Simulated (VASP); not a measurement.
# Nb (P6_3/mmc) in VASP: notebook, part 2 of 3

VASP 6.6.1. Earlier steps stand in the parts before.

## (3) Relaxation of cell and atoms, LDA

INCAR

```
SYSTEM = Nb
ALGO = Normal ; EDIFF = 1E-7
EDIFFG = -0.005 ; ENCUT = 600
GGA = CA ; IBRION = 2
ISIF = 3 ; ISMEAR = 0
LASPH = .True. ; LCHARG = .False.
LREAL = .False. ; LWAVE = .False.
NELM = 60 ; NSW = 90
PREC = Accurate ; SIGMA = 0.1
```

KPOINTS

```
k-points
0
Gamma
  18 18 10
  0 0 0
```

POSCAR

```
Nb
1.0
    2.9416827500      0.0000000000      0.0000000000
   -1.4708413800      2.5475719900      0.0000000000
    0.0000000000      0.0000000000      4.8037679400
Nb
2
Direct
    0.3333333300      0.6666666700      0.2500000000
    0.6666666700      0.3333333300      0.7500000000
```

Potentials or basis: VASP PAW LDA potentials, release 64 (Nb_sv).

Launch:

```sh
cat potpaw_LDA.64/Nb_sv/POTCAR > POTCAR
mpirun -np 1 vasp_std > vasp.out
```

Run time: 7.2 min. Hardware: 1 thread of Intel Xeon 6975P-C (Granite Rapids), shared host; peak memory 0.26 GiB.

It converged, with:

```
Free energy                            : -21.8816 eV
Relaxed volume                         : 17.62 Å³/atom
Relaxed cell                           : a = 2.808 Å, b = 2.808 Å, c = 5.161 Å, α = 90.00°, β = 90.00°, γ = 120.00°
Space group after relaxing (to 0.05 Å) : P6_3/mmc (No. 194)
Energy gained by relaxing              : 67.9 meV/atom
Ionic steps                            : 12
Pressure after relaxing                : 0.0 GPa
Band gap on the k mesh                 : none (metal or under the smearing width)
```

Step by step:
```tsv
step	energy change (eV)	largest force (eV/Å)	pressure (GPa)	volume (Å³)
1	0.0000	0.0000	-3.80	36.00
2	-0.0453	0.0000	8.11	33.79
3	-0.0492	0.0000	5.44	34.24
4	-0.0866	0.0000	5.96	34.12
5	-0.1045	0.0000	7.66	33.90
6	-0.1338	0.0000	0.92	35.11
7	-0.1339	0.0000	0.48	35.19
8	-0.1350	0.0000	0.29	35.22
9	-0.1358	0.0000	0.01	35.25
10	-0.1358	0.0000	-0.04	35.26
11	-0.1358	0.0000	-0.04	35.26
12	-0.1358	0.0000	0.01	35.25
```

Final structure:
```
Nb
1.0
     2.80844    0.00000    0.00000
    -1.40422    2.43218    0.00000
     0.00000    0.00000    5.16055
Nb
2
Cartesian
  0.0000 1.6215 1.2901
  1.4042 0.8107 3.8704
```

Levels at points of the mesh, in eV from the Fermi level:
```tsv
k point	band 10	band 11	band 12	band 13	band 14	band 15	band 16	band 17
(0.00, 0.00, 0.00)	-4.06	-1.16	0.28	0.28	0.63	0.75	0.75	2.72
(0.50, 0.00, 0.00)	-3.54	-3.49	-0.65	0.37	0.44	0.72	4.70	5.93
(0.00, 0.00, 0.50)	-4.68	-1.35	-1.35	0.35	0.35	0.35	0.35	3.88
(0.50, 0.00, 0.50)	-4.07	-2.63	-2.63	2.30	2.30	2.30	2.30	5.33
```

## (4) Relaxation of cell and atoms, PBE

Changes to INCAR since step 3:

```diff
@@ -3,3 +3,3 @@
 EDIFFG = -0.005 ; ENCUT = 600
-GGA = CA ; IBRION = 2
+GGA = PE ; IBRION = 2
 ISIF = 3 ; ISMEAR = 0
```

KPOINTS is that of step 3.

POSCAR is that of step 3.

Potentials or basis: VASP PAW PBE potentials, release 64 (Nb_sv).

Launch:

```sh
cat potpaw_PBE.64/Nb_sv/POTCAR > POTCAR
mpirun -np 1 vasp_std > vasp.out
```

OUTCAR:

```text
SYSTEM = Nb
   EDIFF = 1E-7
   EDIFFG = -0.005
   ENCUT = 600
   GGA = PE
   IBRION = 2
   ISIF = 3
   ISMEAR = 0
   LASPH = .True.
   LREAL = .False.
   NELM = 60
   NSW = 90
   PREC = Accurate

 ion  position               nearest neighbor table
   1  0.333  0.667  0.250-   2 2.94   2 2.94   2 2.94   2 2.94   2 2.94   2 2.94
   2  0.667  0.333  0.750-   1 2.94   1 2.94   1 2.94   1 2.94   1 2.94   1 2.94

  LATTYP: Found a hexagonal cell.
 ALAT       =     2.9416827500
 C/A-ratio  =     1.6330000031

  Lattice vectors:

 A1 = (   2.9416827500,   0.0000000000,   0.0000000000)
 A2 = (  -1.4708413800,   2.5475719900,   0.0000000000)
 A3 = (   0.0000000000,   0.0000000000,   4.8037679400)

Analysis of symmetry for initial positions (statically):
=====================================================================
 Subroutine PRICEL returns:
 Original cell was already a primitive cell.

 Routine SETGRP: Setting up the symmetry group for a
 hexagonal supercell.

 Subroutine GETGRP returns: Found 24 space group operations
 (whereof 12 operations were pure point group operations)
 out of a pool of 24 trial point group operations.

The static configuration has the point symmetry D_3d.
 The point group associated with its full space group is D_6h.

Analysis of symmetry for dynamics (positions and initial velocities):
=====================================================================
[... 271 lines left out ...]

 number of electron      26.0000000 magnetization

------------------------ aborting loop because EDIFF is reached ----------------------------------------
[... 67 lines left out ...]
--------------------------------------- Ionic step       10  -------------------------------------------

 number of electron      26.0000000 magnetization

 Free energy of the ion-electron system (eV)
  ---------------------------------------------------
  ext. energy  EPLUGINS =         0.00000000
  ---------------------------------------------------
  free energy    TOTEN  =       -19.85041164 eV

  energy without entropy =      -19.83658732  energy(sigma->0) =      -19.84349948

 E-fermi :  11.0838     XC(G=0): -12.3114

 val. band max:       11.0827888034   @ k =   0.4444   0.1111   0.0000
 cond. band min:      11.0842050080   @ k =   0.3889   0.1667   0.0000
 fundamental gap:      0.0014162046
 Fermi energy:        11.0837832562

 k-point     1 :       0.0000    0.0000    0.0000
  band No.  band energies     occupation
      1     -43.6724      2.00000
      2     -43.5479      2.00000
      3     -20.1552      2.00000
      4     -19.2285      2.00000
      5     -18.9992      2.00000
      6     -18.9992      2.00000
[... 457 lines left out ...]
      4     -20.1055      2.00000
      5     -19.6400      2.00000
      6     -19.4185      2.00000
[... 9 lines left out ...]
     16      14.9303      0.00000
     17      15.0878      0.00000

 [... further k-points ...]

------------------------ aborting loop because EDIFF is reached ----------------------------------------

  FORCE on cell =-STRESS in cart. coord.  units (eV):
  Direction    XX          YY          ZZ          XY          YZ          ZX
  --------------------------------------------------------------------------------------
  -------------------------------------------------------------------------------------
  Total        0.0083387      0.0083387      0.0093236     -0.0000000     -0.0000000      0.0000000
  in kB        0.3586636      0.3586636      0.4010263     -0.0000000     -0.0000000      0.0000000
  external PRESSURE =       0.3727845 kB  Pullay stress =       0.0000000 kB
[... 17 lines left out ...]
  FREE ENERGIE OF THE ION-ELECTRON SYSTEM (eV)
  ---------------------------------------------------
  free  energy   TOTEN  =       -19.8504116355 eV

  energy  without entropy=      -19.8365873194  energy(sigma->0) =      -19.84349948

 reached required accuracy - stopping structural energy minimisation
```

OSZICAR:

```text
N       E                     dE             d eps       ncg     rms          rms(c)
DAV:   1     0.336338359238E+03    0.33634E+03   -0.16526E+04  7556   0.179E+03
DAV:   2     0.394857906327E+01   -0.33239E+03   -0.32870E+03  8912   0.667E+02
DAV:   3    -0.194146222703E+02   -0.23363E+02   -0.22798E+02 14477   0.130E+02
DAV:   4    -0.204752779729E+02   -0.10607E+01   -0.10438E+01  9979   0.246E+01
[... 104 lines left out ...]
       N       E                     dE             d eps       ncg     rms          rms(c)
DAV:   1    -0.198504274404E+02   -0.16866E-04   -0.71989E-04  7617   0.279E-01    0.212E-02
DAV:   2    -0.198504151895E+02    0.12251E-04   -0.37125E-05  9081   0.624E-02    0.103E-02
DAV:   3    -0.198504117083E+02    0.34812E-05   -0.13994E-05 12081   0.320E-02    0.159E-03
DAV:   4    -0.198504116355E+02    0.72805E-07   -0.58635E-07  9350   0.838E-03
  10 F= -.19850412E+02 E0= -.19843499E+02  d E =-.125833E-04
```

CONTCAR:

```text
Nb
   1.00000000000000
     2.8661021081724618    0.0000000001510455    0.0000000000000000
    -1.4330510588269567    2.4821172341747277    0.0000000000000000
     0.0000000000000000    0.0000000000000000    5.2360726826161033
  Nb
     2
Direct
     0.3333333300000021    0.6666666699999979    0.2500000000000000
     0.6666666699999979    0.3333333300000021    0.7500000000000000

  0.00000000E+00  0.00000000E+00  0.00000000E+00
  0.00000000E+00  0.00000000E+00  0.00000000E+00
```

Wall time 6.9 min (1 thread of Intel Xeon 6975P-C (Granite Rapids), shared host); peak memory 0.27 GiB.

What came out:

* Free energy: -19.8504 eV
* Relaxed volume: 18.62 Å³/atom
* Relaxed cell: a = 2.866 Å, b = 2.866 Å, c = 5.236 Å, α = 90.00°, β = 90.00°, γ = 120.00°
* Space group after relaxing (to 0.05 Å): P6_3/mmc (No. 194)
* Energy gained by relaxing: 67.1 meV/atom
* Ionic steps: 10
* Pressure after relaxing: 0.0 GPa
* Band gap on the k mesh: none (metal or under the smearing width)

The path:
```tsv
step	energy change (eV)	largest force (eV/Å)	pressure (GPa)	volume (Å³)
1	0.0000	0.0000	5.93	36.00
2	-0.0202	0.0000	-8.88	39.56
3	-0.0533	0.0000	-3.03	37.96
4	-0.1239	0.0000	-3.20	38.00
5	-0.1269	0.0000	-3.07	38.00
6	-0.1160	0.0000	5.27	36.13
7	-0.1341	0.0000	-0.02	37.26
8	-0.1341	0.0000	0.04	37.25
9	-0.1341	0.0000	0.04	37.25
10	-0.1341	0.0000	0.04	37.25
```

Final structure:
```
Nb
1.0
     2.86610    0.00000    0.00000
    -1.43305    2.48212    0.00000
     0.00000    0.00000    5.23607
Nb
2
Direct
  0.33333 0.66667 0.25000
  0.66667 0.33333 0.75000
```

[end of part 2 of 3]
